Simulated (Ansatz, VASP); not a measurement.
AlNi3 in VASP and in Ansatz

```
CELL_PARAMETERS angstrom
3.54639 0.00000 0.00000
0.00000 3.54639 0.00000
0.00000 0.00000 3.54639
ATOMIC_POSITIONS crystal
Ni 0.50000 0.50000 0.00000
Ni 0.50000 0.00000 0.50000
Ni 0.00000 0.50000 0.50000
Al 0.00000 0.00000 0.00000
```

Change from the starting cell: volume scaled by 1.02.

Alike in both runs: task single point; functional PBE; k mesh 8 × 8 × 8; occupations fermi-dirac, width 0.05 eV; collinear spin, ferromagnetic start.

```csv
,VASP,Ansatz
version,VASP 6.6.1,Ansatz 0.2.0
potentials or method,"VASP PAW PBE potentials, release 64 (Ni, Al)",Ansatz PAW
plane-wave cutoff (eV),520,420
valence electrons in the cell,33,57
```

|  | VASP | Ansatz | Ansatz less VASP |
| --- | --- | --- | --- |
| gap on the k mesh at the Fermi level (eV) | none | none | - |
| pressure (GPa) | 3.3 | 3.3 | -0.01 |
| net moment per atom (μB) | 0.17 | 0.18 | +0.008 |
| size of the moment on the site where the two differ most (μB) | 0.24 | 0.27 | +0.023 |

Site moments also hang on the region over which each program counts them. A gap of «none» marks a metal or a gap that the smearing closes. The functional is the same, so the differences come from potentials, cutoffs and numerics. The two sets of potentials don't hold the same shells in valence.
